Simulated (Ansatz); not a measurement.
MgS built on the 4H polytype prototype was put through Ansatz (plane waves). The starting cell comes from a relaxation with PBE.

Starting structure:
```xyz
8
Lattice="4.0397 0.0000 0.0000 -2.0198 3.4984 0.0000 0.0000 0.0000 13.0803" Properties=species:S:1:pos:R:3 pbc="T T T"
Mg    0.0000    0.0000   -0.0143
Mg    0.0000    2.3323    3.2675
Mg    0.0000    0.0000    6.5258
Mg    2.0198    1.1661    9.8077
S     0.0000    0.0000    2.4592
S     0.0000    2.3323    5.7328
S     0.0000    0.0000    8.9994
S     2.0198    1.1661   12.2729
```

Abridged output:
```
Pseudopotential: Mg, paw, valence charge 10, recommended cutoff 500 eV (meta_gga)
Pseudopotential: S, paw, valence charge 6, recommended cutoff 500 eV (meta_gga)
Functional definition: r2SCAN
Crystal: 8 atoms, lattice volume = 184.857 Å³
Basis set: ecut = 500 eV, 4721 PW (Γ)
Bands: 40, of which v1, the nominal top of the filled ones, is band 32 counted from 1 (31 counted from 0)
Symmetry: 12 space group operations
Space group: P63mc (ITA 186)
k-points: 14 of 72
preconditioner: auto → Resta (q_TF=auto, 2.286 Å⁻¹)  ε∞=3.2  [insulator: Δε(μ)=4.013 eV  σ=0.020 eV  ℏωp=15.4 eV]
SCF 1 converged in 6 iterations: F = -11342.075094 eV  dr2 = 4.25e-8
relax step 1: F+E_penalty+E_count = -11342.07509408 eV  max|allowed force component| = 3.725e-3 eV/Å  Δτ_max = 0.0000 Å  P = -1.055 GPa  Ω = 184.857 Å³
SCF 2 converged in 5 iterations: F = -11342.086149 eV  dr2 = 3.55e-8
relax step 2: F+E_penalty+E_count = -11342.08614912 eV  max|allowed force component| = 9.757e-4 eV/Å  Δτ_max = 0.0004 Å  P = -0.232 GPa  Ω = 182.221 Å³
SCF 3 converged in 4 iterations: F = -11342.086774 eV  dr2 = 8.05e-8
relax step 3: F+E_penalty+E_count = -11342.08677387 eV  max|allowed force component| = 2.700e-4 eV/Å  Δτ_max = 0.0002 Å  P = +0.006 GPa  Ω = 181.491 Å³
SCF 4 converged in 4 iterations: F = -11342.086291 eV  dr2 = 4.91e-11
relax step 4: F+E_penalty+E_count = -11342.08629096 eV  max|allowed force component| = 2.732e-4 eV/Å  Δτ_max = 0.0000 Å  P = +0.007 GPa  Ω = 181.491 Å³  (SCF on a basis re-selected at this cell)
SCF converged after 4 iterations
Free energy (F): -11342.086291 eV
Fermi energy:    4.955933 eV
--- Stress (GPa, compression-positive) ---
        0.006218       0.000000       0.000000
        0.000000       0.006218       0.000000
        0.000000       0.000000       0.007064
  P = ⅓ Tr σ = 0.0065 GPa (0.065 kbar)
--- Relaxed structure (3 steps of the walk, 3 accepted, 1 SCFs on fresh bases) ---
  F+E_penalty+E_count = -11342.08629096 eV   max|allowed force component| = 2.732e-4 eV/Å
  cell:  # Å, volume = 181.4909 Å³
    - [4.014759, 0.000000, 0.000000]
    - [-2.007380, 3.476883, 0.000000]
    - [0.000000, 0.000000, 13.001854]
  atoms:
    - { symbol: Mg, position: [0.000000, 0.000000, -0.001065] }
    - { symbol: Mg, position: [0.333333, 0.666667, 0.249802] }
    - { symbol: Mg, position: [0.000000, 0.000000, 0.498935] }
    - { symbol: Mg, position: [0.666667, 0.333333, 0.749802] }
    - { symbol: S, position: [0.000000, 0.000000, 0.187983] }
    - { symbol: S, position: [0.333333, 0.666667, 0.438279] }
    - { symbol: S, position: [0.000000, 0.000000, 0.687983] }
    - { symbol: S, position: [0.666667, 0.333333, 0.938279] }
```

Q: Reconstruct the input.

A:
```yaml
crystal:
  # lattice and atoms as above
kpoints:
  mp_grid: { grid: [6, 6, 2] }
hamiltonian:
  xc: r2scan
scf:
  occupations: { method: fermi_dirac, width: 0.02 }
relax:
  f_tol: 0.005
  cell: {}
```
The relax steps with a changing cell volume need the relax block with cell. Keys that only write grids to files are left aside. Keys that aren't typed take their defaults; thresholds and the kind of smearing can't be read off these lines.

Run as `ansatz run input.yaml --threads 2 --pin off --max-ram 29491MiB --backend cpu --events-out ev --progress --plain --runs-dir out`. It took 23 s on 2 threads of AMD EPYC 7R13 Processor (Zen 3), with other jobs on the host, load about 0.9 per core; peak host memory 0.84 GiB.

The cell comes from a prototype generator: it can be a known phase or a hypothetical one. Spin polarisation is off.
